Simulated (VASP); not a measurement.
Here is a VASP 6.6.1 calculation.

POSCAR

```
BaTe
1.0
    0.0000000000      3.4100000000      3.4100000000
    3.4100000000      0.0000000000      3.4100000000
    3.4100000000      3.4100000000      0.0000000000
Ba Te
1 1
Direct
    0.0000000000      0.0000000000      0.0000000000
    0.5000000000      0.5000000000      0.5000000000
```

File INCAR.step1:

```
SYSTEM = BaTe
PREC = Accurate
ENCUT = 520
EDIFF = 1E-7
ISMEAR = 0
SIGMA = 0.02
LREAL = .False.
LASPH = .True.
NELM = 100
ALGO = Normal
ISIF = 2
LWAVE = .False.
LCHARG = .True.
GGA = CA
```

Contents of KPOINTS.step1:

```
regular mesh
0
Gamma
  8 8 8
  0 0 0
```

Contents of INCAR.step2:

```
SYSTEM = BaTe
PREC = Accurate
ENCUT = 520
EDIFF = 1E-7
ISMEAR = 0
SIGMA = 0.05
LREAL = .False.
LASPH = .True.
NELM = 100
ALGO = Normal
ISIF = 2
LWAVE = .False.
LCHARG = .False.
GGA = CA
ICHARG = 11
```

The input KPOINTS.step2:

```
path GXWKGLUWLK,UX
10
line-mode
reciprocal
 0.0000000000  0.0000000000  0.0000000000  G
 0.5000000000  0.0000000000  0.5000000000  X

 0.5000000000  0.0000000000  0.5000000000  X
 0.5000000000  0.2500000000  0.7500000000  W

 0.5000000000  0.2500000000  0.7500000000  W
 0.3750000000  0.3750000000  0.7500000000  K

 0.3750000000  0.3750000000  0.7500000000  K
 0.0000000000  0.0000000000  0.0000000000  G

 0.0000000000  0.0000000000  0.0000000000  G
 0.5000000000  0.5000000000  0.5000000000  L

 0.5000000000  0.5000000000  0.5000000000  L
 0.6250000000  0.2500000000  0.6250000000  U

 0.6250000000  0.2500000000  0.6250000000  U
 0.5000000000  0.2500000000  0.7500000000  W

 0.5000000000  0.2500000000  0.7500000000  W
 0.5000000000  0.5000000000  0.5000000000  L

 0.5000000000  0.5000000000  0.5000000000  L
 0.3750000000  0.3750000000  0.7500000000  K

 0.6250000000  0.2500000000  0.6250000000  U
 0.5000000000  0.0000000000  0.5000000000  X
```

Potentials or basis: VASP PAW LDA potentials, release 64 (Ba_sv, Te).

Command:

```sh
$ cat potpaw_LDA.64/Ba_sv/POTCAR potpaw_LDA.64/Te/POTCAR > POTCAR
$ cp INCAR.step1 INCAR
$ cp KPOINTS.step1 KPOINTS
$ mpirun -np 1 vasp_std > vasp.out
$ cp INCAR.step2 INCAR
$ cp KPOINTS.step2 KPOINTS
$ mpirun -np 1 vasp_std > vasp.out
```

Problem. What does it give for the band gap on the k mesh?

Solution. 1.21 eV, indirect (least direct gap 1.59 eV).

Problem. What does it give for the band gap along the path?

Solution. 1.21 eV, indirect (least direct gap 1.59 eV).

Levels at the corners of the path, in eV from the valence-band top:
| point | band 6 | band 7 | band 8 | band 9 | band 10 | band 11 |
| --- | --- | --- | --- | --- | --- | --- |
| Γ | 0.00 | 0.00 | 0.00 | 2.75 | 2.75 | 2.75 |
| X | -1.16 | -0.38 | -0.38 | 1.21 | 4.50 | 4.82 |
| X | -1.16 | -0.38 | -0.38 | 1.21 | 4.50 | 4.82 |
| W | -1.46 | -1.00 | -1.00 | 3.42 | 3.42 | 4.95 |
| W | -1.46 | -1.00 | -1.00 | 3.42 | 3.42 | 4.95 |
| K | -1.41 | -1.11 | -0.87 | 2.38 | 5.07 | 5.23 |
| K | -1.41 | -1.11 | -0.87 | 2.38 | 5.07 | 5.23 |
| Γ | 0.00 | 0.00 | 0.00 | 2.75 | 2.75 | 2.75 |
| Γ | 0.00 | 0.00 | 0.00 | 2.75 | 2.75 | 2.75 |
| L | -2.52 | -1.32 | -1.32 | 4.18 | 4.82 | 4.93 |
| L | -2.52 | -1.32 | -1.32 | 4.18 | 4.82 | 4.93 |
| U | -1.41 | -1.11 | -0.87 | 2.38 | 5.07 | 5.23 |
| U | -1.41 | -1.11 | -0.87 | 2.38 | 5.07 | 5.23 |
| W | -1.46 | -1.00 | -1.00 | 3.42 | 3.42 | 4.95 |
| W | -1.46 | -1.00 | -1.00 | 3.42 | 3.42 | 4.95 |
| L | -2.52 | -1.32 | -1.32 | 4.18 | 4.82 | 4.93 |
| L | -2.52 | -1.32 | -1.32 | 4.18 | 4.82 | 4.93 |
| K | -1.41 | -1.11 | -0.87 | 2.38 | 5.07 | 5.23 |
| U | -1.41 | -1.11 | -0.87 | 2.38 | 5.07 | 5.23 |
| X | -1.16 | -0.38 | -0.38 | 1.21 | 4.50 | 4.82 |

Caveat: the log is that of the step along the path at fixed density, whose energy, stress, charges and moments have no meaning; spin-orbit coupling is left out, which moves the levels of the heavy elements. LDA gaps usually lie below the measured ones, often by a third to a half.
